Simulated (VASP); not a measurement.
Computed with revPBE GGA, VASP's PBE PAW potentials (set 64) (plane waves; VASP 6.6.1).

A VASP calculation is set up with these files.

File POSCAR:
```
Li2O
2.3407190
  0.0000000000   0.9999998403   0.9999998403
  0.9999998403   0.0000000000   0.9999998403
  0.9999998403   0.9999998403   0.0000000000
Li O
2 1
Cartesian
  0.4999999202   0.4999999202   0.4999999202
  1.4999997605   1.4999997605   1.4999997605
  0.0000000000   0.0000000000   0.0000000000
```

### INCAR
```
SYSTEM = Li2O
PREC = Accurate; ENCUT = 520; LREAL = F
LASPH = T
EDIFF = 1E-7; NELM = 100; ALGO = Normal
ISMEAR = 0; SIGMA = 0.05
GGA = RE
ISIF = 2
LWAVE = F; LCHARG = F
```

File KPOINTS:
```
kpoints
0
Gamma
 8 8 8
```

POTCAR, in this order: Li_sv O (PBE.64 set). Program: vasp_std.

Output of the run:

OUTCAR:
```
 ion  position               nearest neighbor table
   1  0.250  0.250  0.250-   3 2.03   3 2.03   3 2.03   3 2.03   2 2.34   2 2.34   2 2.34   2 2.34
                             2 2.34   2 2.34
   2  0.750  0.750  0.750-   3 2.03   3 2.03   3 2.03   3 2.03   1 2.34   1 2.34   1 2.34   1 2.34
                             1 2.34   1 2.34
   3  0.000  0.000  0.000-   2 2.03   2 2.03   2 2.03   1 2.03   2 2.03   1 2.03   1 2.03   1 2.03
  LATTYP: Found a face centered cubic cell.
 ALAT       =     4.6814372526
 Subroutine PRICEL returns:
 Original cell was already a primitive cell.
 Subroutine GETGRP returns: Found 48 space group operations
The static configuration has the point symmetry O_h .
The dynamic configuration has the point symmetry O_h .
 Subroutine INISYM returns: Found 48 space group operations
 Subroutine IBZKPT returns following result:
 Found     29 irreducible k-points:

 Following reciprocal coordinates:
            Coordinates               Weight
  0.000000  0.000000  0.000000      1.000000
  0.125000  0.000000  0.000000      8.000000
  0.250000  0.000000  0.000000      8.000000
  0.375000  0.000000  0.000000      8.000000
  0.500000  0.000000  0.000000      4.000000
  0.125000  0.125000  0.000000      6.000000
...
```

**OSZICAR**
```
       N       E                     dE             d eps       ncg     rms          rms(c)
DAV:   1     0.379860478732E+02    0.37986E+02   -0.62304E+03   596   0.129E+03
DAV:   2    -0.109484461471E+02   -0.48934E+02   -0.46860E+02   692   0.227E+02
DAV:   3    -0.153919778877E+02   -0.44435E+01   -0.44274E+01  1028   0.568E+01
DAV:   4    -0.154563488875E+02   -0.64371E-01   -0.64332E-01   758   0.724E+00
DAV:   5    -0.154567686685E+02   -0.41978E-03   -0.41978E-03   804   0.551E-01    0.753E+00
DAV:   6    -0.136897034902E+02    0.17671E+01   -0.99744E+00   582   0.199E+01    0.294E+00
DAV:   7    -0.136637749266E+02    0.25929E-01   -0.23870E-01   652   0.411E+00    0.151E+00
DAV:   8    -0.136740834138E+02   -0.10308E-01   -0.70875E-02   660   0.333E+00    0.379E-01
DAV:   9    -0.136728214498E+02    0.12620E-02   -0.72825E-03   724   0.772E-01    0.114E-01
DAV:  10    -0.136736473150E+02   -0.82587E-03   -0.18599E-03   616   0.338E-01    0.528E-02
DAV:  11    -0.136736380284E+02    0.92866E-05   -0.60394E-05   828   0.864E-02    0.126E-02
DAV:  12    -0.136736424401E+02   -0.44117E-05   -0.15895E-05   676   0.323E-02    0.323E-03
DAV:  13    -0.136736429500E+02   -0.50994E-06   -0.17993E-06   682   0.114E-02    0.789E-04
DAV:  14    -0.136736429581E+02   -0.80453E-08   -0.43497E-08   628   0.244E-03
   1 F= -.13673643E+02 E0= -.13673643E+02  d E =-.687949E-24
```

**OUTCAR**
```
------------------------ aborting loop because EDIFF is reached ----------------------------------------
  FORCE on cell =-STRESS in cart. coord.  units (eV):
  Direction    XX          YY          ZZ          XY          YZ          ZX
  --------------------------------------------------------------------------------------
  Total        0.0198526      0.0198526      0.0198526     -0.0000000      0.0000000      0.0000000
  in kB        1.2400817      1.2400817      1.2400817     -0.0000000      0.0000000      0.0000000
  external PRESSURE =       1.2400817 kB  Pullay stress =       0.0000000 kB
  volume of cell :       25.65
      direct lattice vectors                 reciprocal lattice vectors
     0.000000000  2.340718626  2.340718626    -0.213609613  0.213609613  0.213609613
     2.340718626  0.000000000  2.340718626     0.213609613 -0.213609613  0.213609613
     2.340718626  2.340718626  0.000000000     0.213609613  0.213609613 -0.213609613
 POSITION                                       TOTAL-FORCE (eV/Angst)
 -----------------------------------------------------------------------------------
      1.17036      1.17036      1.17036         0.000000      0.000000      0.000000
      3.51108      3.51108      3.51108        -0.000000     -0.000000     -0.000000
      0.00000      0.00000      0.00000        -0.000000     -0.000000      0.000000
 -----------------------------------------------------------------------------------
    total drift:                                0.000000      0.000000      0.000000
  FREE ENERGIE OF THE ION-ELECTRON SYSTEM (eV)
  ---------------------------------------------------
  free  energy   TOTEN  =       -13.6736429581 eV

  energy  without entropy=      -13.6736429581  energy(sigma->0) =      -13.67364296
```
(Selected blocks of OUTCAR.)

The compound is Li2O in the antifluorite structure. It was relaxed first.
